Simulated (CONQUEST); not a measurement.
## BAs under changes of volume

One of the cells (13.626 Å³/atom); the others are scaled copies at fixed shape and fractional positions:

```
CELL_PARAMETERS angstrom
3.37785 0.00000 0.00000
0.00000 3.37785 0.00000
0.00000 0.00000 4.77700
ATOMIC_POSITIONS crystal
As 0.00000 0.50000 0.25000
As 0.50000 0.00000 0.75000
B 0.00000 0.00000 0.00000
B 0.50000 0.50000 0.50000
```

* Program: CONQUEST 1.3
* Functional: LDA
* Potentials or basis: PseudoDojo NC LDA, DZP, grid of 32 × 32 × 48 points
* k mesh: 8 × 8 × 6
* Occupations: fermi-dirac, width 0.05 eV
* Spin: no spin polarisation

| volume (Å³/atom) | energy over the lowest point (meV/atom) | pressure (GPa) | gap on the mesh (eV) |
| --- | --- | --- | --- |
| 12.809 | 17.68 | 8.7 | 1.11 |
| 13.081 | 6.06 | 4.8 | 1.13 |
| 13.354 | 0.50 | 1.8 | 1.15 |
| 13.626 | 0.00 | -1.2 | 1.16 |
| 13.899 | 4.08 | -3.6 | 1.18 |
| 14.171 | 12.10 | -6.1 | 1.20 |
| 14.444 | ? | ? | ? |

Task: What does the run at 14.444 Å³/atom give?

Result: Energy over the lowest point 24.47 meV/atom; pressure -8.4 GPa; gap on the mesh 1.22 eV.

Worked out: A Birch-Murnaghan fit of order 3 (a polynomial in V^(-2/3)) to the other rows has its minimum at 13.51 Å³/atom with B0 = V·E''(V) = 139 GPa and B' = 5.8. It gives 23.54 meV/atom at 14.444 Å³/atom, against the run's 24.47, and -dE/dV = -7.6 GPa, against -8.4. A straight line through the other rows of the gap, of slope 0.862 eV per unit of ln V, extrapolates to 1.21 eV, against the run's 1.22.

Energies are extrapolated to zero smearing.

Caveats: the basis of atomic orbitals isn't converged, which shifts pressures, moduli and gaps; the real-space grid breaks the cell's symmetry a little (some runs).

A mesh can miss the band edges. Spin-orbit coupling on As is left out.
